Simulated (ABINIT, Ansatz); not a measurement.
# Quasiparticle gap of SiC (P6_3mc) in ABINIT, part 3 of 3

Wanted: ground state, empty states, screening and self-energy for SiC (P6_3mc).

ABINIT 10.8.3; PBE and many-body steps on it, plane waves. Known limits of the many-body steps: not at the basis limit.

So far. Step 3 (Bands along the symmetry lines): The gap is 2.228 eV, as in the run before at this level. Step 4 (Empty states on the mesh, 6×6×2 mesh, 599 bands): On this mesh the gap is 2.228 eV.

### 5. Screening, 6×6×2 mesh, 545 bands, screening to 272.1 eV

The RPA dielectric matrix is built and inverted for each q.

This step: RPA screening on PBE, plane waves, norm-conserving pseudopotentials.

File run.abi:

```
acell 3*1.0 Angstrom
rprim 
  3.075694149693 -0.000000000023 0.000000000000
  -1.537847074826 2.663629267917 0.000000000000
  0.000000000000 0.000000000000 10.070646480000
ntypat 2
znucl 14 6
natom 8
typat 1 1 1 1 2 2 2 2
xred 
  0.666666666667 0.333333333333 0.937841980000
  0.333333333333 0.666666666667 0.437841980000
  -0.000000000000 -0.000000000000 0.687894380000
  -0.000000000000 -0.000000000000 0.187894380000
  0.666666666667 0.333333333333 0.749802590000
  0.333333333333 0.666666666667 0.249802590000
  -0.000000000000 -0.000000000000 0.500460050000
  -0.000000000000 -0.000000000000 0.000460050000
pp_dirpath "pseudos"
pseudos "Si.upf, C.upf"
ecut 37
ngkpt 6 6 2
nshiftk 1
shiftk 0 0 0
kptopt 1
chksymbreak 0
istwfk *1
occopt 1
irdwfk 1
optdriver 3
nband 545
ecuteps 10
inclvkb 2
awtr 1
symchi 1
indata_prefix "in"
outdata_prefix "out"
tmpdata_prefix "tmp"
```

The run is started by

```sh
$ OMP_NUM_THREADS=1 mpirun -n 16 abinit run.abi > log
```

Numbers of over 12 decimals in the logs are rounded to 6 here.

What it wrote:

```text
.Version 10.8.3 of ABINIT. v10.8.2 released Aug 2026.

 Symmetries : space group P6_3 m c (#186); Bravais hP (primitive hexag.)
[... echo of the input left out ...]
== DATASET  1 ==================================================================
-   mpi_nproc: 16, omp_nthreads: 1 (-1 if OMP is not activated)

--- !DatasetInfo
iteration_state: {dtset: 1, }
dimensions: {natom: 8, nkpt: 14, mband: 545, nsppol: 1, nspinor: 1, nspden: 1, mpw: 6030, }
cutoff_energies: {ecut:  37.0, pawecutdg:  -1.0, }
electrons: {nelect:   3.20000000E+01, charge:   0.00000000E+00, occopt:   1.00000000E+00, tsmear:   1.00000000E-02, }

 SCREENING: Calculation of the susceptibility and dielectric matrices

 Based on a program developped by R.W. Godby, V. Olevano, G. Onida, and L. Reining.
 Incorporated in ABINIT by V. Olevano, G.-M. Rignanese, and M. Torrent.
.Using double precision arithmetic ; gwpc =  8

[... cell and pseudopotentials left out ...]
--------------------------------------------------------------------------------

 ==== K-mesh for the wavefunctions ====
 Number of points in the irreducible wedge :    14
[... list of points left out ...]
 Together with 12 symmetry operations and time-reversal symmetry
 yields    72 points in the full Brillouin Zone.

 ==== Q-mesh for the screening function ====
 Number of points in the irreducible wedge :    14
[... list of points left out ...]
 Together with 12 symmetry operations and time-reversal symmetry
 yields    72 points in the full Brillouin Zone.

 setmesh: FFT mesh size selected  =    24x   24x   80
          total number of points  =        46080

 vcoul_init : cutoff-mode = AUXILIARY_FUNCTION
 q-points for optical limit:   1
     1)      0.000010    0.000020    0.000030

- screening: taking advantage of time-reversal symmetry
- Maximum band index for partially occupied states nbvw = 16
- Remaining bands to be divided among processors   nbcw = 529
- Number of bands treated by each node ~33

 Number of electrons calculated from density =   32.0000; Expected =   32.0000
 average of density, n =  0.057475
 r_s =    1.6075
 omega_plasma =   23.1257 [eV]

 calculating chi0 at frequencies [eV] :
  1    0.000000E+00    0.000000E+00
  2    0.000000E+00    2.312571E+01

--------------------------------------------------------------------------------
  q-point number  1        q = ( 0.000000, 0.000000, 0.000000) [r.l.u.]
--------------------------------------------------------------------------------
[... chi0 elements left out ...]
 For q-point:  0.000010 0.000020 0.000030
  dielectric constant =   6.9601
  dielectric constant without local fields =   7.6140

  Average fulfillment of the sum rule on Im[epsilon] for q-point    1 :     96.08  [%]
[... wings left out ...]
  q-point number  2        q = ( 0.166667, 0.000000, 0.000000) [r.l.u.]
--------------------------------------------------------------------------------
[... chi0 elements left out ...]
  Average fulfillment of the sum rule on Im[epsilon] for q-point    2 :     96.59  [%]

 [... 12 further q-points ...]
```

Elapsed: 38 min, on 16 MPI ranks of Arm Neoverse N1, shared host; peak memory 12 GiB.

This step gave:

```
ε∞ with local fields, on this mesh, along the program's q direction : 6.960
the same without local fields                                       : 7.614
plasma frequency                                                    : 23.13 eV
plane waves in the screening matrix                                 : 825
```

Local fields lower ε∞ by 9 %.

### 6. Self-energy, 6×6×2 mesh, 545 bands, screening to 272.1 eV

The self-energy is evaluated for the states that the input lists, and the levels follow from it, in one-shot runs by the linearised quasiparticle equation.

This step: G0W0 on PBE, plane waves, norm-conserving pseudopotentials.

Changes to run.abi since step 5:

```diff
@@ -29,8 +29,17 @@
 irdwfk 1
-optdriver 3
+optdriver 4
 nband 545
+gwcalctyp 0
+ecutsigx 37
+symsigma 1
+nkptgw 2
+kptgw 
+  0.0000000000 0.0000000000 0.0000000000
+  0.5000000000 0.0000000000 0.0000000000
+bdgw 
+  15 18
+  15 18
 ecuteps 10
-inclvkb 2
-awtr 1
-symchi 1
+irdscr 1
+ppmodel 1
 indata_prefix "in"
```

What it wrote:

```text
.Version 10.8.3 of ABINIT. v10.8.2 released Aug 2026.

 Symmetries : space group P6_3 m c (#186); Bravais hP (primitive hexag.)
[... echo of the input left out ...]
== DATASET  1 ==================================================================
-   mpi_nproc: 16, omp_nthreads: 1 (-1 if OMP is not activated)

--- !DatasetInfo
iteration_state: {dtset: 1, }
dimensions: {natom: 8, nkpt: 14, mband: 545, nsppol: 1, nspinor: 1, nspden: 1, mpw: 6030, }
cutoff_energies: {ecut:  37.0, pawecutdg:  -1.0, }
electrons: {nelect:   3.20000000E+01, charge:   0.00000000E+00, occopt:   1.00000000E+00, tsmear:   1.00000000E-02, }

 SIGMA: Calculation of the GW corrections

 Based on a program developped by R.W. Godby, V. Olevano, G. Onida, and L. Reining.
 Incorporated in ABINIT by V. Olevano, G.-M. Rignanese, and M. Torrent.
.Using double precision arithmetic ; gwpc =  8

[... cell and pseudopotentials left out ...]
--------------------------------------------------------------------------------

 ==== K-mesh for the wavefunctions ====
 Number of points in the irreducible wedge :    14
[... list of points left out ...]
 Together with 12 symmetry operations and time-reversal symmetry
 yields    72 points in the full Brillouin Zone.

 ==== Q-mesh for screening function ====
 Number of points in the irreducible wedge :    14
[... list of points left out ...]
 Together with 12 symmetry operations and time-reversal symmetry
 yields    72 points in the full Brillouin Zone.

 vcoul_init : cutoff-mode = AUXILIARY_FUNCTION
 q-points for optical limit:   1
     1)      0.000010    0.000020    0.000030
 setmesh: FFT mesh size selected  =    27x   27x  108
          total number of points  =        78732

 Number of electrons calculated from density =   32.0000; Expected =   32.0000
 average of density, n =  0.057475
 r_s =    1.6075
 omega_plasma =   23.1257 [eV]

 === KS Band Gaps ===
  >>>> For spin  1
   Minimum direct gap =   3.3532 [eV], located at k-point      :   0.5000  0.0000  0.0000
   Fundamental gap    =   2.2280 [eV], Top of valence bands at :   0.0000  0.0000  0.0000
                                       Bottom of conduction at :   0.5000  0.0000  0.0000
 SIGMA fundamental parameters:
 PLASMON POLE MODEL  1
 number of plane-waves for SigmaX                 5975
 number of plane-waves for SigmaC and W            825
 number of plane-waves for wavefunctions          5975
 number of bands                                   545
 number of independent spin polarizations            1
 number of spinorial components                      1
 number of k-points in IBZ                          14
 number of q-points in IBZ                          14
 number of symmetry operations                      12
 number of k-points in BZ                           72
 number of q-points in BZ                           72
 number of frequencies for dSigma/dE                 9
 frequency step for dSigma/dE [eV]                0.25
 number of omega for Sigma on real axis              0
 max omega for Sigma on real axis  [eV]           0.00
 zcut for avoiding poles [eV]                     0.10

 EPSILON^-1 parameters (SCR file):
 dimension of the eps^-1 matrix on file            825
 dimension of the eps^-1 matrix used               825
 number of plane-waves for wavefunctions          5975
 number of bands                                   545
 number of q-points in IBZ                          14
 number of frequencies                               2
 number of real frequencies                          1
 number of imag frequencies                          1

 matrix elements of self-energy operator (all in [eV])

 Perturbative Calculation

--- !SelfEnergy_ee
iteration_state: {dtset: 1, }
kpoint     : [   0.000,    0.000,    0.000, ]
spin       : 1
KS_gap     :    5.111
QP_gap     :    6.013
Delta_QP_KS:    0.902
data: !SigmaeeData |
     Band     E0 <VxcDFT>   SigX SigC(E0)      Z dSigC/dE  Sig(E)    E-E0       E
       15   6.937 -14.981 -17.499   1.783   0.793  -0.261 -15.563  -0.582   6.355
       16   6.937 -14.981 -17.499   1.783   0.793  -0.261 -15.563  -0.582   6.355
       17  12.049 -12.155  -6.942  -4.816   0.806  -0.240 -11.835   0.320  12.369
       18  12.628 -12.067  -6.739  -4.935   0.805  -0.242 -11.751   0.316  12.944

--- !SelfEnergy_ee
iteration_state: {dtset: 1, }
kpoint     : [   0.500,    0.000,    0.000, ]
spin       : 1
KS_gap     :    3.353
QP_gap     :    4.258
Delta_QP_KS:    0.905
data: !SigmaeeData |
     Band     E0 <VxcDFT>   SigX SigC(E0)      Z dSigC/dE  Sig(E)    E-E0       E
       15   5.356 -14.179 -17.221   2.105   0.790  -0.266 -14.919  -0.740   4.616
       16   5.812 -14.518 -17.502   2.082   0.790  -0.266 -15.231  -0.713   5.099
       17   9.166 -10.884  -6.598  -4.052   0.818  -0.222 -10.692   0.192   9.357
       18   9.297 -10.661  -6.270  -4.157   0.820  -0.219 -10.469   0.192   9.488

== END DATASET(S) ==============================================================
================================================================================

 -outvars: echo values of variables after computation  --------
           etotal      0.0000000000E+00
            nband         545
             nkpt          14
          spgroup         186
 [... the other variables as echoed above ...]

 Calculation completed.
```

Wall time 5.3 min (16 MPI ranks); peak memory 17 GiB.

This step gave:

* G0W0 gap on the points computed: 3.002 eV
* starting gap on the mesh: 2.228 eV
* k of the valence top: 0, 0, 0
* k of the conduction bottom: 0.5, 0, 0
* Z at the valence top: 0.793
* Z at the conduction bottom: 0.818
* least direct G0W0 gap on the computed points: 4.258 eV

The gap on the mesh goes from 2.23 eV to 3.00 eV, a correction of +0.77 eV.

Limits: finite bands, cutoff and mesh. v1 is the top filled band, c1 the lowest empty one. Levels before and after the correction, in eV, zero at the valence-band top of each column:

|  | conduction bottom | valence top |
| --- | --- | --- |
| Kohn-Sham | 2.23 | 0.00 |
| G0W0 | 3.00 | 0.00 |

|  | level | energy (eV) |
| --- | --- | --- |
| Kohn-Sham | Γ v2-v1 | 0.000 |
| Kohn-Sham | Γ c1 | 5.111 |
| Kohn-Sham | Γ c2 | 5.690 |
| Kohn-Sham | (0.5 0 0) v2 | -1.582 |
| Kohn-Sham | (0.5 0 0) v1 | -1.125 |
| Kohn-Sham | (0.5 0 0) c1 | 2.228 |
| Kohn-Sham | (0.5 0 0) c2 | 2.359 |
| G0W0 | Γ v2-v1 | 0.000 |
| G0W0 | Γ c1 | 6.014 |
| G0W0 | Γ c2 | 6.589 |
| G0W0 | (0.5 0 0) v2 | -1.739 |
| G0W0 | (0.5 0 0) v1 | -1.256 |
| G0W0 | (0.5 0 0) c1 | 3.002 |
| G0W0 | (0.5 0 0) c2 | 3.133 |

### 7. Where the time went

Times are wall times on 16 MPI ranks of Arm Neoverse N1, shared host, good to a factor of about two.

| step | time | share | memory (GiB) |
| --- | --- | --- | --- |
| ground state | 14 s | 0 % | 1.3 |
| bands along the symmetry lines | 21 s | 1 % | 1.1 |
| empty states on the mesh | 15 min | 26 % | 2.1 |
| screening | 38 min | 64 % | 12 |
| self-energy | 5.3 min | 9 % | 17 |

### 8. Outcome

```
PBE gap              : 2.23 eV, indirect
G0W0 gap on the mesh : 3.00 eV
GW settings          : 6×6×2 mesh, 545 bands, screening to 272.1 eV, Godby-Needs plasmon pole
known limits         : not at the basis limit
```

G0W0 moves the gap on the mesh from 2.23 eV to 3.00 eV (+0.77 eV), with Z of 0.79 and 0.82 at the edges. Local fields lower the RPA ε∞ on this mesh from 7.61 to 6.96. Only 2 of the mesh's irreducible points were corrected, so a valley elsewhere could overtake. The dearest step here is «screening». Against experiment, by G0W0@PBE: the gap of 3.00 eV lies −0.28 eV from the measured 3.285 eV (kind not stated, quoted 2018); the gap of 3.00 eV lies −0.26 eV from the measured 3.26 eV (kind not stated, quoted 2023); the gap of 3.00 eV lies −0.20 eV from the measured 3.2 eV (kind not stated, quoted 2020). The calculation has static nuclei and no excitons; a measured gap holds zero-point and thermal motion, which mostly lowers it. Bands and cutoff are finite, so the gap is not at the basis limit. The miss can reach some tenths of an eV and take either sign; the mesh is an error of its own. In the G0W0 run levels were corrected at 2 k points alone, so a gap called «on the mesh» is the least over those, and an edge elsewhere would be missed.

[Paths, hosts, dates, memory and timing lines, banners, echoed tables and standing remarks are left out of the program output.]

[Logs are printed without paths, hosts, clocks, repeated set-up lines and the standing remarks that a program may print on its own settings, such as how far it seeks lower states.]

[Runs of the session that timed out or met a known fault of the program may be left out.]

[Hosts, paths, dates, database ids (printed as entryN), source tags and the programs' standing remarks are cut or masked in the printed files.]

[G0W0 gaps are taken among the corrected bands and points alone; a level outside them can change the order at an edge.]

[Where Ansatz stands beside ABINIT at settings called matched, ABINIT's density can come from a denser mesh and the files from another edition; pairs whose starting gaps differed by over 0.03 eV were left out, so agreement reads better than it is.]
